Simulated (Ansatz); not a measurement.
# GaP, space group F-43m: a comparison of functionals at one structure

With the Ansatz DFT code, driven from Python.

Interactive session:
```pycon
>>> import csv
>>> import ansatz as az
>>> lattice = az.Lattice.of(
...     [0.0, 2.72525, 2.72525],
...     [2.72525, 0.0, 2.72525],
...     [2.72525, 2.72525, 0.0],
... )
>>> sites = [
...     ("Ga", [0.0, 0.0, 0.0]),
...     ("P", [0.25, 0.25, 0.25]),
... ]
>>> structure = az.Crystal(lattice=lattice)
>>> for symbol, position in sites:
...     structure = structure.atom(symbol, position)
...
>>> len(structure.resolved().sites)
2
>>> model = structure.calculation()
>>> model = model.pseudopotentials("paw")
>>> model = model.basis(510).kpoints(8, 8, 8, center="gamma")
>>> model = model.occupations("Fixed")
>>> model = model.stress()
>>> model = model.band_table()
>>> rows = []
>>> for value in ["r2scan", "pbesol", "blyp", "rpbe", "pbe"]:
...     r = model.functional(value).run(threads=1).report
...     rows.append((value, r["free_energy_ev"] / len(r["lattice"]["sites"]), r["n_iterations"], sum(r["stress_gpa"][i][i] for i in range(3)) / 3, r["gap_by_band_count_ev"], r["n_kpoints"]))
...
>>> with open("xc.csv", "w", newline="") as handle:
...     writer = csv.writer(handle)
...     writer.writerow(["functional", "F/atom (eV)", "iterations", "P (GPa)", "gap by band count (eV)", "k-points"])
...     writer.writerows([round(v, 5) if isinstance(v, float) else v for v in row] for row in rows)
...
75
>>> print(open("xc.csv").read())
functional,F/atom (eV),iterations,P (GPa),gap by band count (eV),k-points
r2scan,-2275.24158,6,0.04261,1.89437,29
pbesol,-2242.02797,6,-0.55898,1.51446,29
blyp,-2276.71536,6,6.25318,1.66601,29
rpbe,-2274.18652,6,4.62051,1.7337,29
pbe,-2269.77488,6,2.50289,1.64256,29
```

From lowest to highest: PBEsol (-0.6 GPa), r2SCAN (0.0 GPa), PBE (2.5 GPa), RPBE (4.6 GPa) and BLYP (6.3 GPa). At a fixed cell a lower pressure usually means a smaller equilibrium volume, so PBEsol prefers the smallest cell and BLYP the largest. Gaps by band count in the reports: r2SCAN 1.89 eV, PBEsol 1.51 eV, BLYP 1.67 eV, RPBE 1.73 eV and PBE 1.64 eV (Kohn-Sham values on this mesh, as a rule under measured gaps).

Reading the output:
- Semilocal gaps usually lie well under measured ones.
- Pressure is positive in compression.
- The starting cell is as deposited in a crystallographic database; the results hold for this polymorph, which needn't be the stable one.
- Levels are Kohn-Sham eigenvalues on this mesh, without spin-orbit coupling.
- Total energies of different functionals can't be compared; pressures, moments and gaps at this one structure can.
- Finished in 14 s on 1 thread of Arm Neoverse V1, with other jobs on the host, peak memory 0.48 GiB.
